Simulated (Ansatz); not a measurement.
**Contact densities of ScAl against volume**

```
Sc Al
1.0
     3.37035    0.00000    0.00000
     0.00000    3.37035    0.00000
     0.00000    0.00000    3.37035
Sc Al
1 1
Cartesian
  1.6852 1.6852 1.6852
  0.0000 0.0000 0.0000
```

Atom numbers follow the list: Sc1, Al2.

The cell is the one relaxed in the Materials Project (mp-331), not relaxed further here; entries there can be hypothetical.

Theory: DFT, LDA, all-electron PAW with datasets made for the crystal, scalar-relativistic in Ansatz 0.2.0.

Sampling and basis: a Γ-centred 10×10×10 k mesh, Fermi–Dirac smearing of 0.05 eV, cutoff 220 eV (chosen by the program for this cell), no spin polarisation.

The contact density is the mean electron density over the nuclear volume; its changes follow the s electrons' response to bonding and compression. Changes below are taken from the unscaled cell, where it is 48278.3 e/Å³ at Sc1, 9993.03 e/Å³ at Al2.

The datasets are made afresh for each cell, so very small changes are uncertain.

**Question.** Does compression raise or lower the contact density at Sc1?

**Answer.** It raises it, by 0.49 e/Å³ over the whole range.

**Question.** Tabulate the changes with volume.

**Answer.** 
```json
{"V/V(cell)": "0.9405", "P (GPa)": "0.4", "Δρ(0) Sc1 (e/Å³)": "0.27", "Δρ(0) Al2 (e/Å³)": "-0.10"}
{"V/V(cell)": "1.0000", "P (GPa)": "-4.4", "Δρ(0) Sc1 (e/Å³)": "0.00", "Δρ(0) Al2 (e/Å³)": "0.00"}
{"V/V(cell)": "1.0600", "P (GPa)": "-7.9", "Δρ(0) Sc1 (e/Å³)": "-0.22", "Δρ(0) Al2 (e/Å³)": "0.31"}
```
